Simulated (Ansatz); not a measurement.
# 2H-WS2 bilayer (2H stacking) in a perpendicular field

Aim: how the 2H-WS2 bilayer (2H stacking) screens a field along its normal, and what the field does to its bands. A positive field points along +c.

Calculated with Ansatz 0.2.0; plane-wave DFT, r2SCAN-D4, Ansatz PAW (set soft_1); PAW set soft_1, in the first sound run; inputs show where later runs differ.

Most raw output is cut from this account.

### 1. The starting structure

The cell holds 6 atoms: 4 S and 2 W. Cell: a = 3.180 Å, b = 3.180 Å, c = 50.951 Å, α = 90.0°, β = 90.0°, γ = 120.0°. Regions: layer 1: 2H-WS2, 3 atoms (2 S and 1 W); layer 2: 2H-WS2, 3 atoms (2 S and 1 W). Vacuum lies along c.

### 2. Relaxation

The starting cell is a guess, so the in-plane lattice and the atoms are relaxed first, with the slab cut off from its images along the normal.

input.yaml reads:

```yaml
crystal:
  lattice:
    - [3.18, 0.0, 0.0]
    - [-1.59, 2.753960784, 0.0]
    - [0.0, 0.0, 50.9512404664]
  atoms:
    - { symbol: S, position: [0.3333333333, 0.6666666667, 0.4023454544] }
    - { symbol: W, position: [0.0, 0.0, 0.4364527716] }
    - { symbol: S, position: [0.3333333333, 0.6666666667, 0.4705600887] }
    - { symbol: S, position: [0.0, 0.0, 0.5294399113] }
    - { symbol: W, position: [0.3333333333, 0.6666666667, 0.5635472284] }
    - { symbol: S, position: [0.0, 0.0, 0.5976545456] }
  periodic: [true, true, false]
kpoints:
  mp_grid: { grid: [12, 12, 1] }
hamiltonian:
  xc: r2scan
  dispersion: d4
  pseudopotentials: { kind: paw, azcp: { folder: soft_1 } }
scf:
  occupations: { method: fermi_dirac, width: 0.05 }
  convergence: { dr2_threshold: 1.0e-09 }
relax:
  f_tol: 0.004
  max_steps: 90
  cell: {}
output:
  write_potential: true
  write_density: true
  volumetric_format: npy
```

Command:

```sh
$ ansatz run input.yaml --threads 4 --pin off --max-ram 6144MiB --backend cpu --events-out ev --progress --plain --runs-dir out
```

Elapsed: 94 s, on 4 threads of Arm Neoverse V1, shared host; peak memory 1.9 GiB; 6.2 min of CPU time.

The steps of the relaxation:

```tsv
step	energy less that of the first step (eV)	largest force component (eV/Å)	volume (Å³)
1	0.0000	2.9861	446.21
2	-1.1382	0.3948	443.77
3	-1.1550	0.1132	444.07
4	-1.1573	0.0200	443.97
5	-1.1575	0.0019	444.02
6	-1.1575	0.0023	444.07
7*	-1.1574	0.0023	444.07
```

Relaxation steps marked * repeat the geometry before them on a plane-wave basis chosen anew for their cell, so energy and pressure can jump there.

The run keeps the 12 symmetry operations that it works with, so distortions that break them were not tested.

```tsv
cell as run	before	after	change
a (Å)	3.180	3.172	-0.2 %
b (Å)	3.180	3.172	-0.2 %
```

The atoms that moved most (Å, along periodic axes as changes of fractional coordinates times the final cell, across vacuum about the mean position):

```tsv
atom	dx	dy	dz	length
S1	0.000	0.000	0.273	0.273
S6	0.000	0.000	-0.273	0.273
W2	0.000	0.000	0.096	0.096
W5	0.000	0.000	-0.096	0.096
S3	0.000	0.000	-0.081	0.081
S4	0.000	0.000	0.081	0.081
```

The relaxed structure:

```xyz
6
Lattice="3.1724 0.0000 0.0000 -1.5862 2.7473 0.0000 0.0000 0.0000 50.9512" Properties=species:S:1:pos:R:3
S     0.0000    1.8316   20.7729
W     0.0000    0.0000   22.3340
S     0.0000    1.8316   23.8949
S     0.0000    0.0000   27.0563
W     0.0000    1.8316   28.6173
S     0.0000    0.0000   30.1783
```

The lattice constant a goes from 3.180 to 3.172 Å.

### 3. Atoms held, field 0

A sawtooth potential applies the field, turning back in the middle of the vacuum. With the dipole correction the typed value is the field outside the slab. The induced dipole is small, so the SCF threshold is tight.

The cell differs from the one that the last finished run ended in (c 50.951 → 27.405 Å).

input.yaml reads:

```yaml
crystal:
  lattice:
    - [3.172360121, 0.0, 0.0]
    - [-1.5861800605, 2.7473444547, 0.0]
    - [0.0, 0.0, 27.405441503]
  atoms:
    - { symbol: S, position: [0.3333333333, 0.6666666667, 0.3284019343] }
    - { symbol: W, position: [0.0, 0.0, 0.3853643818] }
    - { symbol: S, position: [0.3333333333, 0.6666666667, 0.4423216148] }
    - { symbol: S, position: [0.0, 0.0, 0.5576783852] }
    - { symbol: W, position: [0.3333333333, 0.6666666667, 0.6146356182] }
    - { symbol: S, position: [0.0, 0.0, 0.6715980657] }
kpoints:
  mp_grid: { grid: [18, 18, 1] }
  band_path:
    path: [[0, 0, 0], [0.5, 0, 0], [0.33333333, 0.33333333, 0], [0, 0, 0]]
    npoints: 16
hamiltonian:
  xc: r2scan
  dispersion: d4
  pseudopotentials: { kind: paw, azcp: { folder: soft_1 } }
scf:
  occupations: { method: fermi_dirac, width: 0.05 }
  convergence: { dr2_threshold: 1.0e-10 }
efield:
  axis: 3
  dipole_correction: true
  ramp_position: 0.97
  ramp_width: 0.06
  amplitude: 0
output:
  dos: { projected: true, e_range: [-6, 5] }
  bader: true
  write_potential: true
  write_density: true
  volumetric_format: npy
  elf: true
```

Run time: 42 s. Hardware: 4 threads; peak memory 1.1 GiB; 2.8 min of CPU time.

Numbers from this step:

```
dipole along the normal            : 7.58e-7 e·Å
gap along the path                 : 1.539 eV
smallest direct gap along the path : 1.927 eV
ionisation energy, upper face      : 5.511 eV
electron affinity, upper face      : 3.973 eV
gap, the smaller of path and mesh  : 1.539 eV
```

Running mean over a fixed 2.6 Å (it still follows the layers) of the planar mean; the ramp of the sawtooth is left out. Electron's electrostatic potential energy less the Fermi level against z:

```tsv
z (Å)	electron's electrostatic potential energy less the Fermi level (eV)
3.5	4.77
4.0	4.77
4.5	4.77
5.0	4.77
5.5	4.76
6.0	4.74
6.5	4.63
7.0	4.08
7.5	2.09
8.0	-0.649
8.5	-3.19
9.0	-6.31
9.5	-9.80
10.0	-11.4
10.5	-11.2
11.0	-11.4
11.5	-10.5
12.0	-7.21
12.5	-3.89
13.0	-1.57
13.5	0.0977
14.0	-0.0803
14.5	-1.99
15.0	-4.44
15.5	-7.90
16.0	-10.9
16.5	-11.3
17.0	-11.3
17.5	-11.3
18.0	-9.21
18.5	-5.63
19.0	-2.72
19.5	-0.126
20.0	2.58
20.5	4.25
21.0	4.67
21.5	4.75
22.0	4.76
22.5	4.77
23.0	4.77
23.5	4.77
24.0	4.77
```

The density of states has structure finer than the step of the table below, so its rows give means over 0.25 eV, whole bins alone (the curve runs from -6 to 1.66 eV). Peaks (eV: height): -5.860: 12.1, -5.610: 12.0, -4.760: 20.1, -4.570: 9.07, -3.460: 9.70, -2.090: 8.11, 1.640: 10.4.

Density of states against energy, zero at the Fermi level of the run, which the smearing sets inside the gap; means over each step:

```tsv
energy (eV)	density of states (states/eV a cell)
-5.75	6.87
-5.50	5.35
-5.25	2.06
-5.00	4.26
-4.75	8.22
-4.50	4.57
-4.25	3.07
-4.00	3.42
-3.75	2.94
-3.50	8.01
-3.25	6.07
-3.00	5.00
-2.75	4.42
-2.50	2.06
-2.25	3.22
-2.00	5.69
-1.75	3.30
-1.50	2.42
-1.25	0.993
-1.00	0.319
-0.75	0.144
-0.50	0
-0.25	0
0.00	0
0.25	0
0.50	0
0.75	0.0793
1.00	2.18
1.25	4.04
1.50	5.86
```

Projected DOS per atom over height of the atomic layer and energy from the Fermi level. Layers: S W S S W S from below.

Ten even steps from '0' (0.00 states/eV) to '9' (1.85 states/eV), each cell a mean:
```
292292
151151
000000
000000
000000
000000
000000
000000
020020
151151
292292
231132
414414
525525
858858
233332
232232
333333
666666
222222
444444
545545
```
Columns: height of the atomic layer (Å) from 9 to 18.4 (not evenly spaced); rows upwards: energy from the Fermi level (eV) from -5.96 to 1.6.

The electronic bands at the labelled points (eV, zero at the Fermi level of the run, which the smearing sets inside the gap):

```tsv
point	band 23	band 24	band 25	band 26	band 27	band 28	band 29	band 30
Γ	-2.90	-2.90	-1.36	-0.74	1.95	1.95	1.95	1.95
halfway	-3.07	-2.72	-2.06	-2.01	1.20	1.54	1.61	1.62
M	-2.59	-2.52	-2.18	-2.10	1.88	1.90	2.30	2.40
halfway	-3.51	-3.36	-1.69	-1.59	1.52	1.56	2.54	2.66
K	-3.65	-3.65	-1.21	-1.13	0.79	0.79	2.14	2.68
halfway	-2.68	-2.54	-2.07	-2.05	0.87	1.25	1.77	1.95
Γ	-2.90	-2.90	-1.36	-0.74	1.95	1.95	1.95	1.95
```

Electrostatic potential energy in the ca plane at fractional y = 0.667, with atoms of S and W within 0.2 Å of it. With pseudopotentials it is smooth inside the atoms' cores, unlike the true potential.

Ten even steps from '0' (-42 eV) to '9' (7 eV), each cell a mean:
```
99999999999999999999988645789999999987788888
99999999999999999999988645789999999987788888
99999999999999999998788767788889999988887667
99999999999999999973236888852258999999863003
99999999999999999850103888710117999999840000
99999999999999999840103888711116999999840000
99999999999999999972126888741148999999862002
99999999999999999998778767787789999988886556
```
Columns run along c (16.0 Å, from fractional 0.06 to 0.65 of the cell; values clipped at the 3rd and 97th percentile), rows up along a (3.2 Å). Atoms in or near the plane, at fractional coordinates: S at (0.33, 0.33), S at (0.44, 0.33), W at (0.61, 0.33).

Valence density in the ca plane at fractional y = 0.667, with atoms of S and W within 0.2 Å of it. It is the smooth field of the valence electrons, not physical close to the nuclei.

Ten steps, logarithmic in the rise over the least value, from '0' (0.0 e/Å³) to '9' (5.5 e/Å³), each cell a mean:
```
00000000000000000112334555433321111345544334
00000000000000000012334565433221011345544334
00000000000000000134454444445432111234444554
00000000000000001356665444566654211123457887
00000000000000002466566434565565310112369999
00000000000000002466466434565565310112369999
00000000000000001356665444566664211123457997
00000000000000000234554444455543111234445555
```
Columns run along c (16.0 Å, from fractional 0.06 to 0.65 of the cell), rows up along a (3.2 Å). Atoms in or near the plane, at fractional coordinates: S at (0.33, 0.33), S at (0.44, 0.33), W at (0.61, 0.33).

ELF in the ca plane at fractional y = 0.667, with atoms of S and W within 0.2 Å of it. It is the smooth field of the valence electrons, not physical close to the nuclei.

Ten even steps from '0' (0.00) to '9' (0.94), each cell a mean:
```
00000000000000000012332233123321004787764224
00000000000000000011221233122210004788764334
00000000000000013567775222367775101567752222
00000000000000247998788422687799600134424664
00000000000001368996137523661289820001236447
00000000000001379995026523651189820001246437
00000000000000257998678522687799610124325775
00000000000000014678875222368876201467642332
```
Columns run along c (16.0 Å, from fractional 0.06 to 0.65 of the cell), rows up along a (3.2 Å). Atoms in or near the plane, at fractional coordinates: S at (0.33, 0.33), S at (0.44, 0.33), W at (0.61, 0.33).

The gap is 1.54 eV, with the valence edge 5.51 eV and the conduction edge 3.97 eV under the upper vacuum level. Spin-orbit coupling, left out in this run, matters for the bands of elements this heavy.

### 4. Single point, field 0.1 V/Å

input.yaml: that of step 3 with these lines changed.

```diff
@@ -27,8 +27,6 @@
   dipole_correction: true
-  ramp_position: 0.97
-  ramp_width: 0.06
-  amplitude: 0
+  ramp_position: 0.9544
+  ramp_width: 0.0912
+  amplitude: 0.1
 output:
-  dos: { projected: true, e_range: [-6, 5] }
-  bader: true
   write_potential: true
@@ -36,2 +34 @@
   volumetric_format: npy
-  elf: true
```

Run time: 31 s. Hardware: 4 threads; peak memory 1.1 GiB.

The dipole is 0.0488 e·Å, and the gap 1.474 eV.

### 5. Single point, field -0.1 V/Å

input.yaml: that of step 4 with these lines changed.

```diff
@@ -29,3 +29,3 @@
   ramp_width: 0.0912
-  amplitude: 0.1
+  amplitude: -0.1
 output:
```

Elapsed: 32 s, on 4 threads; peak memory 1.1 GiB; 2.1 min of CPU time.

The dipole is -0.0488 e·Å, and the gap 1.474 eV.

### 6. Single point, field 0.2 V/Å

input.yaml: that of step 5 with these lines changed.

```diff
@@ -29,3 +29,3 @@
   ramp_width: 0.0912
-  amplitude: -0.1
+  amplitude: 0.2
 output:
```

Wall time 32 s (4 threads); peak memory 1.1 GiB; 2.1 min of CPU time.

The dipole is 0.0976 e·Å, and the gap 1.399 eV.

### 7. Single point, field -0.2 V/Å

input.yaml: that of step 6 with these lines changed.

```diff
@@ -29,3 +29,3 @@
   ramp_width: 0.0912
-  amplitude: 0.2
+  amplitude: -0.2
 output:
```

It took 32 s on 4 threads; peak memory 1.1 GiB; 2.1 min of CPU time.

The dipole is -0.0976 e·Å, and the gap 1.399 eV.

### 8. Single point, field 0.35 V/Å

input.yaml: that of step 7 with these lines changed.

```diff
@@ -27,6 +27,8 @@
   dipole_correction: true
-  ramp_position: 0.9544
-  ramp_width: 0.0912
-  amplitude: -0.2
+  ramp_position: 0.933
+  ramp_width: 0.134
+  amplitude: 0.35
 output:
+  dos: { projected: true, e_range: [-6, 5] }
+  bader: true
   write_potential: true
@@ -34 +36,2 @@
   volumetric_format: npy
+  elf: true
```

Run time: 51 s. Hardware: 4 threads; peak memory 1.1 GiB; 3.3 min of CPU time.

The dipole is 0.171 e·Å, and the gap 1.271 eV.

### 9. Response, atoms held

This step: plane-wave DFT, r2SCAN-D4, Ansatz PAW (set soft_1); response to a field along the normal, atoms held; PAW set soft_1 (Ansatz 0.2.0).

The dipoles give the slope, and the difference of two potentials shows where the field is screened.

This step gave:

* equivalent conductor thickness p/(ε₀AE): 10.13 Å
* distance between the outer atoms: 9.405 Å

Dipole of the cell against applied field:

```tsv
applied field (V/Å)	dipole of the cell (e·Å)
-0.200	-0.0976
-0.100	-0.0488
0.000	7.6e-7
0.100	0.0488
0.200	0.0976
0.350	0.171
```

Local field over the applied field, running mean. From the potentials at -0.1 and 0.1 V/Å; running mean over 2.5 Å. Table of local field over applied field by z:

```tsv
z (Å)	local field over applied field
4.5	0.999
5.0	0.997
5.5	0.992
6.0	0.974
6.5	0.927
7.0	0.827
7.5	0.675
8.0	0.502
8.5	0.324
9.0	0.181
9.5	0.0964
10.0	0.0606
10.5	0.0443
11.0	0.0538
11.5	0.0789
12.0	0.137
12.5	0.233
13.0	0.331
13.5	0.379
14.0	0.375
14.5	0.315
15.0	0.213
15.5	0.122
16.0	0.0729
16.5	0.0504
17.0	0.0454
17.5	0.0655
18.0	0.108
18.5	0.203
19.0	0.357
19.5	0.535
20.0	0.706
20.5	0.850
21.0	0.940
21.5	0.979
22.0	0.993
22.5	0.998
23.0	0.999
```

Electrons, planar mean, per unit field. Induced electron density against z:

```tsv
z (Å)	induced electron density (e/Å³ per V/Å)
4.5	3.1e-6
5.0	1.0e-5
5.5	3.4e-5
6.0	1.1e-4
6.5	3.4e-4
7.0	9.8e-4
7.5	0.00232
8.0	0.00358
8.5	0.00198
9.0	0.00111
9.5	3.9e-4
10.0	-6.0e-4
10.5	1.4e-5
11.0	4.2e-4
11.5	3.3e-5
12.0	-0.00102
12.5	-0.00128
13.0	-0.00269
13.5	-0.00106
14.0	0.00152
14.5	0.00264
15.0	0.00105
15.5	9.9e-4
16.0	-2.7e-4
16.5	-3.6e-4
17.0	1.2e-4
17.5	6.1e-4
18.0	-7.1e-4
18.5	-1.0e-3
19.0	-0.00250
19.5	-0.00348
20.0	-0.00202
20.5	-8.2e-4
21.0	-2.8e-4
21.5	-8.8e-5
22.0	-2.7e-5
22.5	-8.1e-6
23.0	-2.4e-6
```

The smaller of the gaps on the path and on the k-mesh, counted as 0 under 0.03 eV. Table of gap by applied field:

```tsv
applied field (V/Å)	gap (eV)
-0.200	1.40
-0.100	1.47
0.000	1.54
0.100	1.47
0.200	1.40
0.350	1.27
```

By hand: between -0.1 and 0.1 V/Å the dipole changes by 0.09758 e·Å, a slope of 0.4879 e·Å²/V. A perfect conductor of thickness t has p = ε₀AEt, so t = 180.95 × 0.4879 / 8.716 = 10.13 Å (e/ε₀ = 180.95 V·Å, A in Å²).

The induced dipole is that of a conductor 10.13 Å thick.

### 10. Field on, atoms free, field 0.1 V/Å

This step: plane-wave DFT, r2SCAN-D4, Ansatz PAW (set soft_1); PAW set soft_1 (Ansatz 0.2.0).

Now the atoms may follow the field. A weak field makes forces of meV/Å to tens of meV/Å, so the force tolerance is set well below the usual one.

input.yaml, the sections that differ from step 8:

```yaml
kpoints:
  mp_grid: { grid: [12, 12, 1] }
efield:
  axis: 3
  dipole_correction: true
  ramp_position: 0.9544
  ramp_width: 0.0912
  amplitude: 0.1
relax:
  f_tol: 0.001
  max_steps: 60
output:
  write_potential: true
  write_density: true
  volumetric_format: npy
# crystal, hamiltonian, scf: as in step 8
```

The job ended after 33 s (4 threads; peak memory 0.97 GiB; 2.2 min of CPU time).

No atom moved by 0.005 Å in the relaxation.

Numbers from this step:

```yaml
dipole_along_the_normal: 0.04880 e·Å
```

The relaxation took 3 steps and lowered the energy by 1.2e-6 eV; the largest force on the free atoms ends at 3.1e-5 eV/Å.

The dipole is 0.0488 e·Å, and the gap on the mesh 1.473 eV.

### 11. Field on, atoms free, field -0.1 V/Å

The opposite sign, again from the field-free geometry; the difference of the two cancels what relaxes without a field.

input.yaml: that of step 10 with these lines changed.

```diff
@@ -26,3 +26,3 @@
   ramp_width: 0.0912
-  amplitude: 0.1
+  amplitude: -0.1
 relax:
```

Run time: 33 s. Hardware: 4 threads; peak memory 0.96 GiB.

Hardly anything moved in the relaxation; the energy changed by under 0.2 meV an atom.

This step gave:

```yaml
dipole_along_the_normal: -0.04880 e·Å
```

The relaxation took 3 steps and lowered the energy by 1.2e-6 eV; the largest force on the free atoms ends at 2.1e-5 eV/Å.

The dipole is -0.0488 e·Å, and the gap on the mesh 1.473 eV.

### 12. Response, atoms relaxed

This step: plane-wave DFT, r2SCAN-D4, Ansatz PAW (set soft_1); response to a field along the normal, atoms relaxed; PAW set soft_1 (Ansatz 0.2.0).

The same analysis on the two relaxed runs holds the ionic part too; their mesh is coarser, so small differences from the held value can come from that.

Table of dipole of the cell by applied field:

```tsv
applied field (V/Å)	dipole of the cell (e·Å)
-0.1000	-0.0488
0.1000	0.0488
```

Local field over the applied field, running mean. From the potentials at -0.1 and 0.1 V/Å; running mean over 2.5 Å. Table of local field over applied field by z:

z (Å), local field over applied field and a bar:
```
        5      0.997 ##############################
        6      0.974 #############################
        7      0.828 #########################
        8      0.498 ##############
        9      0.176 ####
       10      0.072 
       11      0.064 
       12      0.132 ##
       13      0.325 #########
       14      0.377 ##########
       15      0.203 #####
       16      0.074 #
       17      0.057 
       18      0.108 ##
       19      0.348 #########
       20      0.707 #####################
       21      0.940 ############################
       22      0.993 ##############################
       23      0.999 ##############################
```

Electrons, planar mean, per unit field. Table of induced electron density by z:

z (Å), induced electron density (e/Å³ per V/Å) and a bar from the least value:
```
      4.5    0.00000 ###############
      5.0    0.00001 ###############
      5.5    0.00003 ###############
      6.0    0.00011 ###############
      6.5    0.00034 ################
      7.0    0.00098 ###################
      7.5    0.00231 #########################
      8.0    0.00351 ##############################
      8.5    0.00191 #######################
      9.0    0.00121 ####################
      9.5    0.00090 ###################
     10.0    0.00119 ####################
     10.5    0.00027 ################
     11.0   -0.00143 #########
     11.5   -0.00088 ###########
     12.0   -0.00116 ##########
     12.5   -0.00118 ##########
     13.0   -0.00243 ####
     13.5   -0.00101 ##########
     14.0    0.00143 #####################
     14.5    0.00231 #########################
     15.0    0.00100 ###################
     15.5    0.00120 ####################
     16.0    0.00088 ###################
     16.5    0.00113 ####################
     17.0   -0.00052 #############
     17.5   -0.00087 ###########
     18.0   -0.00109 ##########
     18.5   -0.00106 ##########
     19.0   -0.00237 ####
     19.5   -0.00340 
     20.0   -0.00200 ######
     20.5   -0.00081 ###########
     21.0   -0.00028 ##############
     21.5   -0.00009 ##############
     22.0   -0.00003 ###############
     22.5   -0.00001 ###############
     23.0    0.00000 ###############
```

The induced dipole is that of a conductor 10.13 Å thick.

### 13. Same geometry, cutoff 420 eV, functional LDA

This step: plane-wave DFT, LDA, Ansatz PAW (set soft_1); PAW set soft_1 (Ansatz 0.2.0).

The geometry is kept and the functional is LDA; other changes against the main runs: SCF threshold 1.0e-10 → 1.0e-09 eV, cutoff 500 → 420, k-mesh 18×18×1 → 6×6×1 and no dispersion term, which doesn't act on the electrons.

input.yaml, the sections that differ from step 11:

```yaml
kpoints:
  mp_grid: { grid: [6, 6, 1] }
hamiltonian:
  xc: lda
  pseudopotentials: { kind: paw, azcp: { folder: soft_1 }, xc_functional: pbe }
scf:
  occupations: { method: fermi_dirac, width: 0.05 }
  convergence: { dr2_threshold: 1.0e-09 }
efield:
  axis: 3
  dipole_correction: true
  ramp_position: 0.9544
  ramp_width: 0.0912
  amplitude: 0.1
# crystal, output: as in step 11
# relax: removed
```

The job ended after 2.1 s (4 threads; peak memory 0.45 GiB).

Numbers from this step:

```
dipole along the normal : 0.04963 e·Å
```

The dipole is 0.0496 e·Å.

[end of part 1 of 2]

[Logs are printed without paths, hosts, clocks, repeated set-up lines and the standing remarks that a program may print on its own settings, such as how far it seeks lower states.]

[Hosts, paths, dates, database ids (printed as entryN), source tags and the programs' standing remarks are cut or masked in the printed files.]

[Maps of the electrostatic potential energy from Ansatz leave out the sawtooth potential of an applied field or a dipole correction, so their vacuum need not be flat; planar profiles and work functions include it.]

[The density of states shown here was stored with 400 of the rows of the run's finer table, so its peaks can read low, often by over a quarter, or be missed, and its means over a window can be off by a tenth or more.]
